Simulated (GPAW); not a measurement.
# PbSe (Clausthalite) (Fm-3m) in GPAW: further runs

Aim: see how the results for PbSe (Clausthalite) move with the level of theory and the settings. Levels: LDA, PBE. Tasks: single point.

Program: GPAW 26.7.0. These are calculated values, not measurements. Logs are shortened: lines on timing, memory, paths and dates and some standing lists are left out, and cuts for length are marked. The log counts tension as positive stress, the text compression.

**Measured values to compare with.**

From a printed reference work, monograph, for a bulk crystal of PbSe at 300 K: band gap 0.28 eV (direct).

The runs below are set against these values where they give the same quantity.

### Step 1. The structure

Symmetry: Fm-3m, No. 225, cubic system. Conventional cell: a = 6.121 Å, b = 6.121 Å, c = 6.121 Å, α = 90.00°, β = 90.00°, γ = 90.00°. Pb (site symmetry m-3m) is surrounded by 6 Se at 3.06 Å. Se (site symmetry m-3m) has 6 Pb at 3.06 Å as nearest neighbours.

### Step 2. Single point, LDA

Input file run.py:

```python
from ase.dft.bandgap import bandgap
from ase.io import read, write
from ase.units import GPa
from gpaw import GPAW, PW

atoms = read('POSCAR')

calc = GPAW(mode=PW(500),
            xc='LDA',
            kpts={'size': (6, 6, 6), 'gamma': True},
            occupations={'name': 'fermi-dirac', 'width': 0.01},
            nbands=19,
            convergence={'density': 1e-05, 'energy': 1e-05},
            maxiter=150,
            txt='gpaw.txt')
atoms.calc = calc
energy = atoms.get_potential_energy()
forces = atoms.get_forces()
stress = atoms.get_stress()
calc.write('gs.gpw')
write('result.traj', atoms)
print(f'Energy: {energy:.6f} eV')
print('Forces (eV/A):')
print(forces.round(4))
print('Stress (GPa):', (stress / GPa).round(3))
print('Fermi level:', round(calc.get_fermi_level(), 4), 'eV')
print(f'Gap: {bandgap(calc)[0]:.4f} eV, direct: {bandgap(calc, direct=True)[0]:.4f} eV')
```

Input file POSCAR:

```
PbSe
1.0
    0.0000000000      3.0606500000      3.0606500000
    3.0606500000      0.0000000000      3.0606500000
    3.0606500000      3.0606500000      0.0000000000
Pb Se
1 1
Direct
    0.0000000000      0.0000000000      0.0000000000
    0.5000000000      0.5000000000      0.5000000000
```

Potentials or basis: the program's PAW data sets (release 1.2.1) made for this functional, pw.

Launch:

```
$ OMP_NUM_THREADS=1 python run.py
```

gpaw.txt:

```text
__  _  _
 | _ |_)|_||  |
 |__||  | ||/\| - 26.7.0

Input parameters:
  mode=PW(ecut=500.0),
  convergence={'density': 1e-05, 'energy': 1e-05},
  kpts=MonkhorstPack(size=(6, 6, 6), gamma=True),
  maxiter=150,
  nbands=19,
  occupations=Occupations(name='fermi-dirac', width=0.01),
  xc=XC(name='LDA')

Diagonalizing LCAO Hamiltonian
Converting LCAO to pw mode

                Se

       Pb

Atoms  # Å, Bohr magnetons
|   | symbol |        x |        y |        z |    initial magnetic moments |
|---|--------|----------|----------|----------|-----------------------------|
| 0 |     Pb | 0.000000 | 0.000000 | 0.000000 | ( 0.0000,  0.0000,  0.0000) |
| 1 |     Se | 3.060650 | 3.060650 | 3.060650 | ( 0.0000,  0.0000,  0.0000) |

Unit cell  # Å
| periodic |        x |        y |        z |  lengths |    angles |
|----------|----------|----------|----------|----------|-----------|
|      yes | 0.000000 | 3.060650 | 3.060650 | 4.328413 | 60.000000 |
|      yes | 3.060650 | 0.000000 | 3.060650 | 4.328413 | 60.000000 |
|      yes | 3.060650 | 3.060650 | 0.000000 | 4.328413 | 60.000000 |

Number of symmetries: 48
Symmetry operations  # r_c * U_cc + t_c -> r_c
|    | kind |            matrix            |
|----|------|------------------------------|
|  0 |  σ   |  1, 0, 0,  1, 0,-1,  1,-1, 0 |
|  1 |  C2  |  1, 0, 0,  1,-1, 0,  1, 0,-1 |
|  2 |  E   |  1, 0, 0,  0, 1, 0,  0, 0, 1 |
|  3 |  σ   |  1, 0, 0,  0, 0, 1,  0, 1, 0 |
|  4 |  C4  |  1, 0,-1,  1, 0, 0,  1,-1, 0 |
|  5 |  S6  |  1, 0,-1,  1,-1, 0,  1, 0, 0 |
|  6 |  σ   |  1, 0,-1,  0, 1,-1,  0, 0,-1 |
|  7 |  C3  |  1, 0,-1,  0, 0,-1,  0, 1,-1 |
|  8 |  S6  |  1,-1, 0,  1, 0, 0,  1, 0,-1 |
|  9 |  C4  |  1,-1, 0,  1, 0,-1,  1, 0, 0 |
| 10 |  C3  |  1,-1, 0,  0,-1, 1,  0,-1, 0 |
| 11 |  σ   |  1,-1, 0,  0,-1, 0,  0,-1, 1 |
| 12 |  σ   |  0, 1, 0,  1, 0, 0,  0, 0, 1 |
| 13 |  C4  |  0, 1, 0,  0, 1,-1, -1, 1, 0 |
| 14 |  C3  |  0, 1, 0,  0, 0, 1,  1, 0, 0 |
| 15 |  S6  |  0, 1, 0, -1, 1, 0,  0, 1,-1 |
| 16 |  C2  |  0, 1,-1,  1, 0,-1,  0, 0,-1 |
| 17 |  σ   |  0, 1,-1,  0, 1, 0, -1, 1, 0 |
| 18 |  S4  |  0, 1,-1,  0, 0,-1,  1, 0,-1 |
| 19 |  C4  |  0, 1,-1, -1, 1, 0,  0, 1, 0 |
| 20 |  C3  |  0, 0, 1,  1, 0, 0,  0, 1, 0 |
| 21 |  σ   |  0, 0, 1,  0, 1, 0,  1, 0, 0 |
| 22 |  S6  |  0, 0, 1,  0,-1, 1, -1, 0, 1 |
| 23 |  C4  |  0, 0, 1, -1, 0, 1,  0,-1, 1 |
| 24 |  S4  |  0, 0,-1,  1, 0,-1,  0, 1,-1 |
| 25 |  C3  |  0, 0,-1,  0, 1,-1,  1, 0,-1 |
| 26 |  C2  |  0, 0,-1,  0,-1, 0, -1, 0, 0 |
| 27 |  S6  |  0, 0,-1, -1, 0, 0,  0,-1, 0 |
| 28 |  S4  |  0,-1, 1,  1,-1, 0,  0,-1, 0 |
| 29 |  C4  |  0,-1, 1,  0, 0, 1, -1, 0, 1 |
| 30 |  C2  |  0,-1, 1,  0,-1, 0,  1,-1, 0 |
| 31 |  σ   |  0,-1, 1, -1, 0, 1,  0, 0, 1 |
| 32 |  C3  |  0,-1, 0,  1,-1, 0,  0,-1, 1 |
| 33 |  S6  |  0,-1, 0,  0, 0,-1, -1, 0, 0 |
| 34 |  S4  |  0,-1, 0,  0,-1, 1,  1,-1, 0 |
| 35 |  C2  |  0,-1, 0, -1, 0, 0,  0, 0,-1 |
| 36 |  C2  | -1, 1, 0,  0, 1, 0,  0, 1,-1 |
| 37 |  S6  | -1, 1, 0,  0, 1,-1,  0, 1, 0 |
| 38 |  S4  | -1, 1, 0, -1, 0, 1, -1, 0, 0 |
| 39 |  C3  | -1, 1, 0, -1, 0, 0, -1, 0, 1 |
| 40 |  S6  | -1, 0, 1,  0, 0, 1,  0,-1, 1 |
| 41 |  C2  | -1, 0, 1,  0,-1, 1,  0, 0, 1 |
| 42 |  C3  | -1, 0, 1, -1, 1, 0, -1, 0, 0 |
| 43 |  S4  | -1, 0, 1, -1, 0, 0, -1, 1, 0 |
| 44 |  C2  | -1, 0, 0,  0, 0,-1,  0,-1, 0 |
| 45 |  i   | -1, 0, 0,  0,-1, 0,  0, 0,-1 |
| 46 |  σ   | -1, 0, 0, -1, 1, 0, -1, 0, 1 |
| 47 |  C2  | -1, 0, 0, -1, 0, 1, -1, 1, 0 |

BZ-sampling:
  Number of BZ points: 216
  Number of IBZ points: 16

  Monkhorst-Pack size: [6, 6, 6]
  Monkhorst-Pack shift: [0.08333333333333333, 0.08333333333333333, 0.08333333333333333]

K-points  # in reciprocal-cell coordinates
|     |                                coordinates |     weight |
|-----|--------------------------------------------|------------|
|   0 | (  0.00000000,   0.00000000,   0.00000000) | 0.00462963 |
|   1 | (  0.16666667,   0.16666667,   0.00000000) | 0.02777778 |
|   2 | (  0.16666667,   0.16666667,   0.16666667) | 0.03703704 |
|   3 | (  0.33333333,   0.16666667,   0.16666667) | 0.05555556 |
|   4 | (  0.33333333,   0.33333333,  -0.33333333) | 0.05555556 |
|   5 | (  0.33333333,   0.33333333,   0.00000000) | 0.02777778 |
|   6 | (  0.33333333,   0.33333333,   0.16666667) | 0.11111111 |
|   7 | (  0.33333333,   0.33333333,   0.33333333) | 0.03703704 |
|   8 | (  0.50000000,   0.33333333,  -0.33333333) | 0.11111111 |
|   9 | (  0.50000000,   0.33333333,  -0.16666667) | 0.05555556 |
| ... |                                            |            |
|  15 | (  0.50000000,   0.50000000,   0.50000000) | 0.01851852 |

Plane wave coefficients: 1470
Cutoff: 500.0 eV

Spin-components: 1 (collinear spins)
Bands:           19
Projectors:      11
Spin-degeneracy: 2
Datatype:        complex128

Density:
  Valence electrons: 20.0
  Components: 1
  Grid points: [24 24 24]
  Charge: 0.0  # |e|

Potential:
  Grid points: [24 24 24]

species:
  Pb:
    name:    Lead
    Z:       82.0
    valence: 14
    core:    68
    charge:  0.0  # [|e|]
    compensation charges:
      type: gauss
      rc: 0.38  # [Å]
      lmax: 2
    cutoffs:
      filter: 2.36  # [Å]
      core: 2.43  # [Å]
    projectors
    | kind |    occ | energy [eV] | rcut [Å] |
    |------|--------|-------------|----------|
    |   6s |  2.000 |     -12.249 |    1.259 |
    |   6p |  2.000 |      -3.713 |    1.275 |
    |   5d | 10.000 |     -21.326 |    1.217 |
    |    s |        |      14.962 |    1.259 |
    |    p |        |      23.498 |    1.275 |
    |    d |        |       5.885 |    1.217 |

    Using partial waves for Pb as LCAO basis

  Se:
    name:    Selenium
    Z:       34.0
    valence: 6
    core:    28
    charge:  0.0  # [|e|]
    compensation charges:
      type: gauss
      rc: 0.27  # [Å]
      lmax: 2
    cutoffs:
      filter: 1.77  # [Å]
      core: 2.67  # [Å]
    projectors
    | kind |    occ | energy [eV] | rcut [Å] |
    |------|--------|-------------|----------|
    |   4s |  2.000 |     -17.472 |    0.847 |
    |   4p |  4.000 |      -6.656 |    1.005 |
    |    s |        |       9.739 |    0.847 |
    |    p |        |      20.555 |    1.005 |
    |    d |        |       0.000 |    0.847 |

    Using partial waves for Se as LCAO basis

Reference energy: -632988.107271  # eV

eigensolver:
  PPCG
  Converge bands: occupied
  niter=2

density mixing:
  MSR1-Mixer
  Pratt-step length: 0.05
  Maximum mixing coefficient: 0.75
  Old densities: 10
  SVD Regularization: 0.005
  Good broyden scale: 1.0
  Trust region scale: 1.0
  Backstep threshold: 4.0
  History deletion threshold: 6.0
  Fourier metric: weight=20.0, sigma=0.015

occupation numbers:
  Fermi-Dirac:
    width: 0.0100  # eV

poisson solver:
  ecut: 4000.0  # eV

xc functional:
  name: None

convergence criteria:
- Maximum integral of absolute [dens]ity change: 1e-05 electrons / valence electron
- Maximum [total energy] change in last 3 cyles: 1e-05 eV / valence electron
- Maximum integral of absolute [eigenst]ate change: 4e-08 eV^2 / valence electron
maximum number of iterations: 150

SCF iterations
|iter     | |      energy | eigst |  dens |
|---------|-|-------------|-------|-------|
|iter:   1| |   -9.947004 | -0.24 |       |
|iter:   2| |   -9.889644 | -2.10 | -1.25 |
|iter:   3| |   -9.698228 | -2.07 | -1.30 |
|iter:   4| |   -9.696197 | -4.00 | -1.91 |
|iter:   5| |   -9.695902 | -4.75 | -2.33 |
|iter:   6| |   -9.695904 | -5.87 | -3.34 |
|iter:   7| |   -9.695904c| -6.90 | -3.90 |
|iter:   8| |   -9.695905c| -7.81c| -4.56 |
|iter:   9| |   -9.695905c| -8.07c| -5.29c|

Converged in 9 steps
Energy contributions relative to reference atoms: (reference = -632988.107271)

Energy contributions:
  Kinetic:          14.679169
  Coulomb:         -15.375326
  Zero:             -0.063571
  External:          0.000000
  Xc:               -8.936175
  Entropy:          -0.000005
  Spinorbit:         0.000000
  ----------------------------
  Free energy:      -9.695907
  Extrapolated:     -9.695905

dipole moment: (-25.974522, -25.974522, -25.974522)  # |e|*Ang

Fermi level: 5.844
Eigenvalues  # (at kpt = [0.000, 0.000, 0.000])
| band index |      eig [eV] | occ [0-2] |
|------------|---------------|-----------|
|          0 |       -10.966 |     2.000 |
|        ... |               |           |
|          2 |       -10.958 |     2.000 |
|          3 |       -10.958 |     2.000 |
|          4 |       -10.958 |     2.000 |
|          5 |        -7.860 |     2.000 |
|          6 |        -0.616 |     2.000 |
|          7 |         3.894 |     2.000 |
[... 9 lines left out ...]
|         17 |        14.043 |     0.000 |
|         18 |        14.803 |     0.000 |

Gap: 0.143 eV
Transition (v -> c):
  (s=0, k=15, n=9, [0.50, 0.50, 0.50]) -> (s=0, k=15, n=10, [0.50, 0.50, 0.50])
No difference between direct/indirect transitions

Forces  # eV/Ang
|        x |       y |        z |
|----------|---------|----------|
|  0.00000 | 0.00000 |  0.00000 |  # Pb   0
| -0.00000 | 0.00000 | -0.00000 |  # Se   1

Stress tensor  # eV/Ang^3
|        x |         y |         z |
|----------|-----------|-----------|
| 0.015866 |  0.000000 |  0.000000 |
| 0.000000 |  0.015866 | -0.000000 |
| 0.000000 | -0.000000 |  0.015866 |

# Writing to gs.gpw (mode='')
```

Run time: 10 s. Hardware: 1 thread of Arm Neoverse V1, shared host; peak memory 0.14 GiB.

Results:

| Item | Value |
| --- | --- |
| Free energy | -9.6959 eV |
| Pressure | -2.5 GPa |
| Band gap on the k mesh | 0.14 eV, direct |

Caveat: the cutoff is short for stress and forces, so pressures can be off by a GPa or more; spin-orbit coupling is left out, which as a rule narrows the gap of such compounds by several tenths of an eV.

### Step 3. Single point, PBE (volume scaled by 0.96)

Changes to run.py since step 2:

```diff
@@ -1,3 +1,4 @@
+from ase import Atoms
 from ase.dft.bandgap import bandgap
-from ase.io import read, write
+from ase.io import write
 from ase.units import GPa
@@ -5,6 +6,12 @@
 
-atoms = read('POSCAR')
+atoms = Atoms(['Pb', 'Se'],
+              cell=[[0.0, 3.0192847941, 3.0192847941],
+                    [3.0192847941, 0.0, 3.0192847941],
+                    [3.0192847941, 3.0192847941, 0.0]],
+              scaled_positions=[[0.0, 0.0, 0.0],
+                                [0.5, 0.5, 0.5]],
+              pbc=True)
 
-calc = GPAW(mode=PW(500),
-            xc='LDA',
+calc = GPAW(mode=PW(400),
+            xc='PBE',
             kpts={'size': (6, 6, 6), 'gamma': True},
```

Potentials or basis: GPAW PAW data sets (gpaw-data 1.2.1), pw.

Launch:

```
$ OMP_NUM_THREADS=1 python run.py
```

It took 6.5 s on 1 thread of Arm Neoverse V1, shared host; peak memory 0.13 GiB.

The run converged, but some of its settings lie outside the range that counts as converged, so its numbers aren't taken as properties of the crystal.

Results:

| Quantity | Value |
| --- | --- |
| Free energy | -8.2640 eV |
| Pressure | 3.1 GPa |
| Band gap on the k mesh | 0.10 eV, direct |

Caveat: the cutoff is short for stress and forces, so pressures can be off by a GPa or more; spin-orbit coupling is left out, which as a rule narrows the gap of such compounds by several tenths of an eV.

### Step 4. Single point, PBE (volume scaled by 0.92)

Changes to run.py since step 3:

```diff
@@ -1,4 +1,4 @@
-from ase import Atoms
 from ase.dft.bandgap import bandgap
 from ase.io import write
+from ase.spacegroup import crystal
 from ase.units import GPa
@@ -6,11 +6,12 @@
 
-atoms = Atoms(['Pb', 'Se'],
-              cell=[[0.0, 3.0192847941, 3.0192847941],
-                    [3.0192847941, 0.0, 3.0192847941],
-                    [3.0192847941, 3.0192847941, 0.0]],
-              scaled_positions=[[0.0, 0.0, 0.0],
-                                [0.5, 0.5, 0.5]],
-              pbc=True)
+# Pb 4a
+# Se 4b
+atoms = crystal(['Pb', 'Se'],
+                basis=[[0.0, 0.0, 0.0],
+                       [0.5, 0.0, 0.0]],
+                spacegroup=225, setting=1,  # Fm-3m
+                cellpar=[5.95350798, 5.95350798, 5.95350798, 90.0, 90.0, 90.0],
+                primitive_cell=True)
 
-calc = GPAW(mode=PW(400),
+calc = GPAW(mode=PW(450),
             xc='PBE',
```

Launch:

```
$ OMP_NUM_THREADS=1 python run.py
```

Wall time 10 s (1 thread of Arm Neoverse V1, shared host); peak memory 0.14 GiB.

Results (log left out):

| Quantity | Value |
| --- | --- |
| Free energy | -8.2423 eV |
| Pressure | 6.7 GPa |
| Band gap on the k mesh | 0.07 eV, direct |

Levels at points of the mesh, in eV from the valence-band top:
```tsv
k point	band 7	band 8	band 9	band 10	band 11	band 12	band 13	band 14
(0.00, 0.00, 0.00)	-6.15	-2.36	-2.36	-2.36	4.82	4.82	4.82	6.27
(0.50, 0.50, 0.00)	-7.52	-5.79	-3.86	-3.86	3.27	5.85	5.85	6.33
(0.50, 0.50, 0.50)	-9.32	-1.87	-1.87	0.00	0.07	1.42	1.42	8.58
```

Caveat: the cutoff is short for stress and forces, so pressures can be off by a GPa or more; spin-orbit coupling is left out, which as a rule narrows the gap of such compounds by several tenths of an eV.

### Step 5. How close it comes

Step 2. A measured gap of PbSe is 0.28 eV (direct; 300 K; a printed reference work, monograph); the calculated 0.14 eV misses it by -0.14 eV. 2 values of this kind are on record (0.15 to 0.28 eV); this one was drawn at random. Spin-orbit coupling on Pb, Se is left out. The value is that of LDA on a finite k mesh, which can miss the band edges, without temperature or zero-point motion. Semilocal functionals fall short of measured gaps as a rule.
